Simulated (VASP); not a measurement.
The system is TiS2.

```
CELL_PARAMETERS angstrom
3.41200 0.00000 0.00000
-1.70600 2.95488 0.00000
0.00000 0.00000 5.69500
ATOMIC_POSITIONS crystal
Ti 0.00000 0.00000 0.00000
S 0.33333 0.66667 0.25000
S 0.66667 0.33333 0.75000
```

* Program: VASP 6.6.1
* Task: relaxation of cell and atoms
* Functional: PBE
* Dispersion: D3(BJ)
* Potentials or basis: VASP PAW PBE potentials, release 64 (Ti_sv, S)
* Cutoff: 600 eV
* k mesh: 12 × 12 × 7
* Occupations: methfessel-paxton, width 0.1 eV
* Spin: no spin polarisation

At the start: pressure -2.9 GPa; volume 19.14 Å³/atom.

Task: Where does the relaxation end?

Result: Over 15 steps the energy falls by 8.8 meV/atom and the volume is 17.98 Å³/atom (-6.0 %); space group P-3m1 (No. 164, to 0.05 Å).

Step by step:
```
step  energy change (eV)  largest force (eV/Å)  pressure (GPa)  volume (Å³)
   1              0.0000                0.1233           -2.93        57.42
   2             -0.0037                0.5324            2.64        54.55
   3             -0.0154                0.2172           -0.09        55.86
   4             -0.0193                0.1409           -0.11        55.53
   5             -0.0210                0.0305           -0.11        55.08
   6             -0.0210                0.0440           -0.07        55.13
   7             -0.0225                0.0354           -0.13        54.96
   8             -0.0256                0.0056           -0.20        54.43
   9             -0.0238                0.0691           -0.17        53.36
  10             -0.0264                0.0099           -0.10        54.08
  11             -0.0264                0.0118           -0.16        54.05
  12             -0.0259                0.0375           -0.16        53.71
  13             -0.0264                0.0131           -0.13        54.02
  14             -0.0261                0.0621            0.48        53.71
  15             -0.0265                0.0034            0.01        53.95
```

Final structure:
```
Ti S
1.0
     3.35846    0.00000    0.00000
    -1.67923    2.90851    0.00000
     0.00000    0.00000    5.52309
Ti S
1 2
Cartesian
  0.0000 0.0000 0.0000
  0.0000 1.9390 1.4292
  1.6792 0.9695 4.0939
```

Caveat: pairwise dispersion overbinds metals, which lowers pressure and volume.
